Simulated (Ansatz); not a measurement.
**Au under pressure: fit and missing row**

Au, Cmcm, a = 2.840 Å, b = 5.101 Å, c = 4.857 Å. This isn't the element's structure at ambient conditions. Ansatz: r2SCAN, PAW, 500 eV, Γ-centred 16×16×10 mesh on 2 atoms, Gaussian smearing 0.10 eV; no spin polarisation. Cell and atoms are relaxed at each pressure, and no other structure is tried, so the rows at high pressure may lie past a change of phase.

```tsv
V (Å³/atom)	P (GPa)
14.194	60.01
?	30.01
16.251	14.99
16.795	7.97
17.261	3.00
17.591	0.00
17.968	-3.01
```

Task: Take V0 = 17.591 Å³/atom, fit the third-order Birch–Murnaghan form to the other rows, and predict the missing volume.

Result: With the Eulerian strain f = ½[(V0/V)^(2/3) − 1] and y = P/[3f(1 + 2f)^(5/2)], the form is the line y = B0 + 1.5 B0 (B0′ − 4) f. Rows (f, y): 0.07689, 181.9; 0.02712, 161.5; 0.01568, 156.8; 0.00635, 152.6; -0.00702, 148.1. Means f = 0.02380, y = 160.18; Σ(Δf)² = 0.004150, ΣΔfΔy = 1.690; the slope is their ratio. y = 150.5 + 407.1 f GPa, so B0 = 150.5 GPa and B0′ = 4 + 2 × (407.1)/(3 × 150.5) = 5.80. P = 30.01 GPa is met at f = 0.04708 (y = 169.67), so V = V0 (1 + 2f)^(−3/2) = 15.370 Å³/atom. The run gave 15.366 Å³/atom, so the fit is 0.004 Å³/atom too high, a small miss on the scale of the series.

The mesh isn't the same in all rows (16×16×10, 18×18×10). Spin–orbit coupling is left out, which can shift energies with elements as heavy as these.

The normalised pressure rises with strain in every fitted row, so this form of gold stiffens faster on compression than a second-order equation of state would allow, as B0′ = 5.80 expresses. The physical reason is probably the nearly full 5d shell: as the atoms approach, overlap between the d shells adds a steep short-range repulsion to the softer response of the sp electrons.

The close match at 30.01 GPa supports the fit as an interpolation, since fitted rows lie on both sides. It is a weaker test of B0′, because the slope leans heavily on the single row at 60.01 GPa.

The equilibrium volume is larger, and B0 = 150.5 GPa lower, than is known for ordinary fcc gold. The different packing and underbinding by the functional are both possible causes, and these data can't separate them. Nor does a smooth pressure–volume curve show that the cell shrinks evenly, as the axial ratios could drift under pressure without leaving a visible kink.
